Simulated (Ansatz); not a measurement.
AgCl: a sweep of one setting

```
Ag Cl
1.0
     0.00000    2.77315    2.77315
     2.77315    0.00000    2.77315
     2.77315    2.77315    0.00000
Ag Cl
1 1
Cartesian
  2.7731 2.7731 2.7731
  0.0000 0.0000 0.0000
```

Atom numbers follow the list: Ag1, Cl2.

The cell is COD entry 9011666, as deposited and not checked against the literature; nothing was relaxed.

Computed with DFT, PBE, all-electron LAPW, scalar-relativistic in Ansatz 0.2.0.

Sampling and basis: a Γ-centred 8×8×8 k mesh, Fermi–Dirac smearing of 0.02 eV, basis error target 0.5 meV/atom, no spin polarisation. One setting is then changed at a time.

```tsv
LAPW cutoff (eV)	free energy less the base's (meV/atom)	P (GPa)	gap on the mesh (eV)
227 (base)	0.0	1.61	0.913
180	0.9	1.62	0.913
220	0.0	1.61	0.913
260	-0.1	1.61	0.913
320	-0.1	1.61	0.913
```
